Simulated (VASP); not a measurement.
# Ge (Cmcm) in VASP: a series of runs

The runs below take Ge through single point, with PBE.

Everything below comes from runs of VASP 6.6.1. Logs are shortened: lines on timing, memory, paths and dates and some standing lists are left out, and cuts for length are marked.

## Step 1: The structure

It takes space group Cmcm (No. 63, orthorhombic). The conventional cell has a = 2.976 Å, b = 5.189 Å, c = 4.728 Å, α = 90.00°, β = 90.00°, γ = 90.00°. Ge (site symmetry m2m) has 12 Ge at 2.92 to 2.99 Å as nearest neighbours.

This isn't the form of Ge at room conditions, which is diamond.

## Step 2: Single point, PBE

INCAR

```
SYSTEM = Ge
PREC = Accurate
ENCUT = 350
EDIFF = 1E-6
ISMEAR = 0
SIGMA = 0.05
LREAL = .False.
LASPH = .True.
NELM = 100
ALGO = Normal
ISIF = 2
LWAVE = .False.
LCHARG = .False.
GGA = PE
ADDGRID = .False.
```

KPOINTS

```
regular mesh
0
Gamma
  6 6 4
  0 0 0
```

POSCAR

```
Ge
1.0
    1.4880529250     -2.5946896100      0.0000000000
    1.4880529250      2.5946896100      0.0000000000
    0.0000000000      0.0000000000      4.7275957900
Ge
2
Direct
    0.3334466300      0.6665533700      0.2500000000
    0.6665533700      0.3334466300      0.7500000000
```

Potentials or basis: VASP PAW PBE potentials, release 64 (Ge_d).

On the command line:

```console
> cat potpaw_PBE.64/Ge_d/POTCAR > POTCAR
> mpirun -np 1 vasp_std > vasp.out
```

OUTCAR:

```text
SYSTEM = Ge
   PREC = Accurate
   ENCUT = 350
   EDIFF = 1E-6
   ISMEAR = 0
   LREAL = .False.
   LASPH = .True.
   NELM = 100
   ISIF = 2
   GGA = PE

 Found     39 irreducible k-points:

 Following reciprocal coordinates:
            Coordinates               Weight
  0.000000  0.000000  0.000000      1.000000
  0.166667  0.000000  0.000000      4.000000
  0.333333  0.000000  0.000000      4.000000
  0.500000  0.000000  0.000000      2.000000
  0.166667  0.166667  0.000000      2.000000
  0.333333  0.166667  0.000000      4.000000
   k-points           NKPTS =     39   k-points in BZ     NKDIM =     39   number of bands    NBANDS=     18
   number of dos      NEDOS =    301   number of ions     NIONS =      2
   total plane-waves  NPLWV =   9720
   dimension x,y,z NGX =    18 NGY =   18 NGZ =   30
   dimension x,y,z NGXF=    36 NGYF=   36 NGZF=   60
   ions per type =               2
   NGX,Y,Z   is equivalent  to a cutoff of  10.00, 10.00, 10.55 a.u.
   NGXF,Y,Z  is equivalent  to a cutoff of  20.01, 20.01, 21.10 a.u.
 SYSTEM =  Ge
   PREC   = accura    normal or accurate (medium, high low for compatibility)
   ISTART =      0    job   : 0-new  1-cont  2-samecut
   ICHARG =      2    charge: 1-file 2-atom 10-const
   ISPIN  =      1    spin polarized calculation?
   LNONCOLLINEAR =      F non collinear calculations
   LSORBIT =      F    spin-orbit coupling
   LASPH  =      T    aspherical Exc in radial PAW
   ENCUT  =  350.0 eV  25.72 Ry    5.07 a.u.   4.56  4.56  7.21*2*pi/ulx,y,z
   NELM   =    100;   NELMIN=  2; NELMDL= -5     # of ELM steps
   EDIFF  = 0.1E-05   stopping-criterion for ELM
   LREAL  =      F    real-space projection
   EDIFFG = 0.1E-04   stopping-criterion for IOM
   NSW    =      0    number of steps for IOM
   IBRION =     -1    ionic relax: 0-MD 1-quasi-New 2-CG
   NFREE  =      0    steps in history (QN), initial steepest desc. (CG)
   ISIF   =      2    stress and relaxation
   ISYM   =      2    0-nonsym 1-usesym 2-fastsym
   POTIM  = 0.5000    time-step for ionic-motion
   TEBEG  =    0.0;   TEEND  =   0.0 temperature during run
   PSTRESS=    0.0 pullay stress
   NELECT =      28.0000    total number of electrons
   NUPDOWN=      -1.0000    fix difference up-down
   EMIN   =  10.00;   EMAX   =-10.00  energy-range for DOS
   EFERMI =   0.00;   METHOD = LEGACY
   ISMEAR =     0;   SIGMA  =   0.05  broadening in eV -4-tet -1-fermi 0-gaus
   EFERMI_NEDOS =   21; number of points for ismear=-14 and -15
   IALGO  =     38    algorithm
   IMIX   =      4    mixing-type and parameters
     AMIX     =   0.40;   BMIX     =  1.00
     AMIX_MAG =   1.60;   BMIX_MAG =  1.00
  volume/ion in A,a.u.               =      18.25       123.18
  Fermi-wavevector in a.u.,A,eV,Ry     =   1.498544  2.831837 30.553703  2.245634
  Thomas-Fermi vector in A             =   2.610289
   LORBIT       =      0    0 simple, 1 ext, 2 COOP (PROOUT), +10 PAW based schemes
   GGA     = PE    functional components
   LHFCALC =     F    Hartree Fock is set to
   AEXX    =    0.0000 exact exchange contribution
   IVDW    =     0    specifies the selected vdW correction
   LEPSILON=     F    determine dielectric tensor
   LRPA    =     F    only Hartree local field effects (RPA)
 non-spin polarized calculation
 Gauss-broadening in eV      SIGMA  =   0.05
  energy-cutoff  :      350.00
  volume of cell :       36.51
 maximum number of plane-waves:       560
   NGX =  9   NGY =  9   NGZ = 15

 number of electron      27.9999870 magnetization

 Free energy of the ion-electron system (eV)
  ---------------------------------------------------
  ext. energy  EPLUGINS =         0.00000000
  ---------------------------------------------------
  free energy    TOTEN  =        -8.30793077 eV

  energy without entropy =       -8.30559692  energy(sigma->0) =       -8.30676385

 E-fermi :   7.3664     XC(G=0): -11.4688

 val. band max:        7.3603978200   @ k =   0.1667   0.1667   0.2500
 cond. band min:       7.3694347174   @ k =  -0.3333   0.1667   0.2500
 fundamental gap:      0.0090368974
 Fermi energy:         7.3664296164

 k-point     1 :       0.0000    0.0000    0.0000
  band No.  band energies     occupation
      1     -17.5998      2.00000
      2     -17.5964      2.00000
      3     -17.5927      2.00000
      4     -17.5878      2.00000
      5     -17.5871      2.00000
      6     -17.5840      2.00000
[... 10 lines left out ...]
     17      15.8686      0.00000
     18      17.1815      0.00000

 k-point     2 :       0.1667    0.0000    0.0000
  band No.  band energies     occupation
      1     -17.6162      2.00000
      2     -17.5935      2.00000
      3     -17.5794      2.00000
      4     -17.5784      2.00000
      5     -17.5757      2.00000
      6     -17.5730      2.00000
[... 10 lines left out ...]
     17      15.7711      0.00000
     18      16.0125      0.00000

 k-point     3 :       0.3333    0.0000    0.0000
  band No.  band energies     occupation
      1     -17.6440      2.00000
      2     -17.6040      2.00000
      3     -17.5951      2.00000
      4     -17.5944      2.00000
      5     -17.5530      2.00000
      6     -17.5330      2.00000
[... 10 lines left out ...]
     17      11.6428      0.00000
     18      14.2311      0.00000

 k-point     4 :       0.5000    0.0000    0.0000
  band No.  band energies     occupation
      1     -17.6567      2.00000
      2     -17.6181      2.00000
      3     -17.6017      2.00000
      4     -17.5987      2.00000
      5     -17.5430      2.00000
      6     -17.5401      2.00000
[... 10 lines left out ...]
     17       9.5005      0.00000
     18      13.4978      0.00000

 k-point     5 :       0.1667    0.1667    0.0000
  band No.  band energies     occupation
      1     -17.6111      2.00000
      2     -17.6086      2.00000
      3     -17.6015      2.00000
      4     -17.5860      2.00000
      5     -17.5629      2.00000
      6     -17.5512      2.00000
[... 10 lines left out ...]
     17      12.9615      0.00000
     18      13.3115      0.00000

 k-point     6 :       0.3333    0.1667    0.0000
  band No.  band energies     occupation
      1     -17.6280      2.00000
      2     -17.6261      2.00000
      3     -17.5878      2.00000
      4     -17.5859      2.00000
      5     -17.5495      2.00000
      6     -17.5454      2.00000
[... 10 lines left out ...]
     17       9.7703      0.00000
     18      11.4602      0.00000

 [... further k-points ...]

------------------------ aborting loop because EDIFF is reached ----------------------------------------

  FORCE on cell =-STRESS in cart. coord.  units (eV):
  Direction    XX          YY          ZZ          XY          YZ          ZX
  --------------------------------------------------------------------------------------
  -------------------------------------------------------------------------------------
  Total        0.3293246      0.2218299      1.6739509      0.0000000     -0.0000000      0.0000000
  in kB       14.4530882      9.7354593     73.4647803      0.0000000     -0.0000000      0.0000000
  external PRESSURE =      32.5511093 kB  Pullay stress =       0.0000000 kB

 VOLUME and BASIS-vectors are now :
 -----------------------------------------------------------------------------
  energy-cutoff  :      350.00
  volume of cell :       36.51
      direct lattice vectors                 reciprocal lattice vectors
     1.488052925 -2.594689610  0.000000000     0.336009554 -0.192701277  0.000000000
     1.488052925  2.594689610  0.000000000     0.336009554  0.192701277  0.000000000
     0.000000000  0.000000000  4.727595790     0.000000000  0.000000000  0.211524006

 POSITION                                       TOTAL-FORCE (eV/Angst)
 -----------------------------------------------------------------------------------
      1.48805      0.86431      1.18190         0.000000      0.002913      0.000000
      1.48805     -0.86431      3.54570         0.000000     -0.002913      0.000000
 -----------------------------------------------------------------------------------
    total drift:                                0.000000     -0.000000      0.000000

  FREE ENERGIE OF THE ION-ELECTRON SYSTEM (eV)
  ---------------------------------------------------
  free  energy   TOTEN  =        -8.3079307718 eV

  energy  without entropy=       -8.3055969217  energy(sigma->0) =       -8.30676385
```

Run time: 6 s. Hardware: 1 thread of Intel Xeon 6975P-C (Granite Rapids), shared host; peak memory 0.12 GiB.

The run converged, but some of its settings lie outside the range that counts as converged, so its numbers aren't taken as properties of the crystal.

Results:

```yaml
Free_energy: -8.3079 eV
Band_gap_on_the_k_mesh: none (metal or under the smearing width)
```

Caveat: the k mesh is coarse (spacing up to 0.41 Å⁻¹), so the values aren't converged; the cutoff is under 1.25 times the usual one of these potentials, so pressure, stress and relaxed cells hold a basis-set (Pulay) error.

## Step 3: Single point, PBE

INCAR is that of step 2.

KPOINTS is that of step 2.

POSCAR

```
Ge
1.0
    1.4880529250     -2.5946896100      0.0000000000
    1.4880529250      2.5946896100      0.0000000000
    0.0000000000      0.0000000000      4.7275957900
Ge
2
Direct
    0.3592940000      0.6730280000      0.2256240000
    0.6679590000      0.3129580000      0.7530700000
```

Potentials or basis: VASP PAW PBE potentials, release 64 (Ge_d).

On the command line:

```console
> cat potpaw_PBE.64/Ge_d/POTCAR > POTCAR
> mpirun -np 1 vasp_std > vasp.out
```

OUTCAR:

```text
SYSTEM = Ge
   PREC = Accurate
   ENCUT = 350
   EDIFF = 1E-6
   ISMEAR = 0
   LREAL = .False.
   LASPH = .True.
   NELM = 100
   ISIF = 2
   GGA = PE

 Found     76 irreducible k-points:

 Following reciprocal coordinates:
            Coordinates               Weight
  0.000000  0.000000  0.000000      1.000000
  0.166667  0.000000  0.000000      2.000000
  0.000000  0.166667  0.000000      2.000000
  0.333333  0.000000  0.000000      2.000000
  0.000000  0.333333  0.000000      2.000000
  0.500000  0.000000  0.000000      1.000000
   k-points           NKPTS =     76   k-points in BZ     NKDIM =     76   number of bands    NBANDS=     18
[... 205 lines left out ...]
  --------------------------------------------------------------------------------------
  -------------------------------------------------------------------------------------
  Total        0.5780703      0.6803183      1.7322179      0.1004508     -0.0580543      0.0104038
  in kB       25.3698056     29.8571678     76.0219452      4.4084886     -2.5478303      0.4565939
  external PRESSURE =      43.7496395 kB  Pullay stress =       0.0000000 kB

 VOLUME and BASIS-vectors are now :
 -----------------------------------------------------------------------------
  energy-cutoff  :      350.00
  volume of cell :       36.51
      direct lattice vectors                 reciprocal lattice vectors
     1.488052925 -2.594689610  0.000000000     0.336009554 -0.192701277  0.000000000
     1.488052925  2.594689610  0.000000000     0.336009554  0.192701277  0.000000000
     0.000000000  0.000000000  4.727595790     0.000000000  0.000000000  0.211524006

 POSITION                                       TOTAL-FORCE (eV/Angst)
 -----------------------------------------------------------------------------------
      1.53615      0.81404      1.06666         0.014460     -0.010625      0.354346
      1.45966     -0.92112      3.56021        -0.014460      0.010625     -0.354346
 -----------------------------------------------------------------------------------
    total drift:                                0.000130     -0.000014     -0.000455

  FREE ENERGIE OF THE ION-ELECTRON SYSTEM (eV)
  ---------------------------------------------------
  free  energy   TOTEN  =        -8.2821185478 eV

  energy  without entropy=       -8.2795780399  energy(sigma->0) =       -8.28084829
```

Wall time 9 s (1 thread of Intel Xeon 6975P-C (Granite Rapids), shared host); peak memory 0.14 GiB.

The run converged, but some of its settings lie outside the range that counts as converged, so its numbers aren't taken as properties of the crystal.

What came out:

```yaml
Free_energy: -8.2821 eV
Largest_force: 0.355 eV/Å
Band_gap_on_the_k_mesh: none (metal or under the smearing width)
```

Caveat: the k mesh is coarse (spacing up to 0.41 Å⁻¹), so the values aren't converged; the cutoff is under 1.25 times the usual one of these potentials, so pressure, stress and relaxed cells hold a basis-set (Pulay) error.

## Step 4: Single point, PBE

Changes to INCAR since step 3:

```diff
@@ -2,3 +2,3 @@
 PREC = Accurate
-ENCUT = 350
+ENCUT = 550
 EDIFF = 1E-6
```

KPOINTS

```
regular mesh
0
Gamma
  5 5 3
  0 0 0
```

POSCAR

```
Ge
1.0
    1.4880529250     -2.5946896100      0.0000000000
    1.4880529250      2.5946896100      0.0000000000
    0.0000000000      0.0000000000      4.7275957900
Ge
2
Direct
    0.3334466300      0.6665533700      0.2500000000
    0.6665533700      0.3334466300      0.7500000000
```

Potentials or basis: VASP PAW PBE potentials, release 64 (Ge_d).

On the command line:

```console
> cat potpaw_PBE.64/Ge_d/POTCAR > POTCAR
> mpirun -np 1 vasp_std > vasp.out
```

OUTCAR:

```text
SYSTEM = Ge
   PREC = Accurate
   ENCUT = 550
   EDIFF = 1E-6
   ISMEAR = 0
   LREAL = .False.
   LASPH = .True.
   NELM = 100
   ISIF = 2
   GGA = PE

 Found     18 irreducible k-points:

 Following reciprocal coordinates:
            Coordinates               Weight
  0.000000  0.000000  0.000000      1.000000
  0.200000  0.000000  0.000000      4.000000
  0.400000 -0.000000  0.000000      4.000000
  0.200000  0.200000  0.000000      2.000000
  0.400000  0.200000  0.000000      4.000000
 -0.400000  0.200000  0.000000      4.000000
   k-points           NKPTS =     18   k-points in BZ     NKDIM =     18   number of bands    NBANDS=     18
   number of dos      NEDOS =    301   number of ions     NIONS =      2
   total plane-waves  NPLWV =  20736
   dimension x,y,z NGX =    24 NGY =   24 NGZ =   36
   dimension x,y,z NGXF=    48 NGYF=   48 NGZF=   72
   ions per type =               2
   NGX,Y,Z   is equivalent  to a cutoff of  13.34, 13.34, 12.66 a.u.
   NGXF,Y,Z  is equivalent  to a cutoff of  26.68, 26.68, 25.32 a.u.
 SYSTEM =  Ge
   PREC   = accura    normal or accurate (medium, high low for compatibility)
   ISTART =      0    job   : 0-new  1-cont  2-samecut
   ICHARG =      2    charge: 1-file 2-atom 10-const
   ISPIN  =      1    spin polarized calculation?
   LNONCOLLINEAR =      F non collinear calculations
   LSORBIT =      F    spin-orbit coupling
   LASPH  =      T    aspherical Exc in radial PAW
   ENCUT  =  550.0 eV  40.42 Ry    6.36 a.u.   5.72  5.72  9.04*2*pi/ulx,y,z
[... 54 lines left out ...]
 fundamental gap:      0.0158524615
 Fermi energy:         6.8922666638

 k-point     1 :       0.0000    0.0000    0.0000
  band No.  band energies     occupation
      1     -17.5847      2.00000
      2     -17.5817      2.00000
      3     -17.5781      2.00000
      4     -17.5730      2.00000
      5     -17.5716      2.00000
      6     -17.5693      2.00000
[... 103 lines left out ...]
      5     -17.5412      2.00000
      6     -17.5257      2.00000
[... 10 lines left out ...]
     17      11.7213      0.00000
     18      12.0689      0.00000

 [... further k-points ...]

------------------------ aborting loop because EDIFF is reached ----------------------------------------

  FORCE on cell =-STRESS in cart. coord.  units (eV):
  Direction    XX          YY          ZZ          XY          YZ          ZX
  --------------------------------------------------------------------------------------
  -------------------------------------------------------------------------------------
  Total        0.4649629      0.5342773      2.4028547      0.0000000     -0.0000000      0.0000000
  in kB       20.4058512     23.4478580    105.4542193      0.0000000     -0.0000000      0.0000000
  external PRESSURE =      49.7693095 kB  Pullay stress =       0.0000000 kB

 VOLUME and BASIS-vectors are now :
 -----------------------------------------------------------------------------
  energy-cutoff  :      550.00
  volume of cell :       36.51
      direct lattice vectors                 reciprocal lattice vectors
     1.488052925 -2.594689610  0.000000000     0.336009554 -0.192701277  0.000000000
     1.488052925  2.594689610  0.000000000     0.336009554  0.192701277  0.000000000
     0.000000000  0.000000000  4.727595790     0.000000000  0.000000000  0.211524006

 POSITION                                       TOTAL-FORCE (eV/Angst)
 -----------------------------------------------------------------------------------
      1.48805      0.86431      1.18190         0.000000      0.023565      0.000000
      1.48805     -0.86431      3.54570         0.000000     -0.023565      0.000000
 -----------------------------------------------------------------------------------
    total drift:                                0.000000     -0.000000      0.000000

  FREE ENERGIE OF THE ION-ELECTRON SYSTEM (eV)
  ---------------------------------------------------
  free  energy   TOTEN  =        -8.2598691537 eV

  energy  without entropy=       -8.2541825434  energy(sigma->0) =       -8.25702585
```

OSZICAR:

```text
N       E                     dE             d eps       ncg     rms          rms(c)
DAV:   1     0.155567346779E+03    0.15557E+03   -0.15745E+04   656   0.460E+03
DAV:   2     0.102780150713E+02   -0.14529E+03   -0.14276E+03   648   0.536E+02
DAV:   3    -0.774852349103E+01   -0.18027E+02   -0.17796E+02   722   0.137E+02
DAV:   4    -0.828308229444E+01   -0.53456E+00   -0.53029E+00   772   0.262E+01
DAV:   5    -0.829009782807E+01   -0.70155E-02   -0.70151E-02   718   0.304E+00    0.167E+00
DAV:   6    -0.826942230429E+01    0.20676E-01   -0.18932E-02   818   0.244E+00    0.920E-01
DAV:   7    -0.826017387998E+01    0.92484E-02   -0.13338E-02   840   0.163E+00    0.775E-02
DAV:   8    -0.825986221467E+01    0.31167E-03   -0.12430E-03   772   0.724E-01    0.249E-02
DAV:   9    -0.825986481160E+01   -0.25969E-05   -0.30565E-05   778   0.619E-02    0.140E-02
DAV:  10    -0.825986905606E+01   -0.42445E-05   -0.30709E-06   570   0.240E-02    0.173E-03
DAV:  11    -0.825986915368E+01   -0.97621E-07   -0.30455E-07   356   0.112E-02
   1 F= -.82598692E+01 E0= -.82570258E+01  d E =-.568661E-02
```

It took 4.8 s on 1 thread of Intel Xeon 6975P-C (Granite Rapids), shared host; peak memory 0.14 GiB.

These settings aren't checked as converged: the numbers below hold their error.

Results:

| Property | Result |
| --- | --- |
| Free energy | -8.2599 eV |
| Pressure | 5.0 GPa |
| Largest force | 0.024 eV/Å |
| Band gap on the k mesh | none (metal or under the smearing width) |

Caveat: the k mesh is coarse (spacing up to 0.49 Å⁻¹), so the values aren't converged.

## Step 5: For comparison

An earlier run on the cell as given: functional PBEsol; potentials or basis VASP PAW PBE potentials, release 64 (Ge_d); cutoff 520 eV; k mesh 10 × 10 × 6; occupations fermi-dirac, width 0.05 eV; no spin polarisation.

- Pressure: 0.5 GPa
- Band gap on the k mesh: none (metal or under the smearing width)
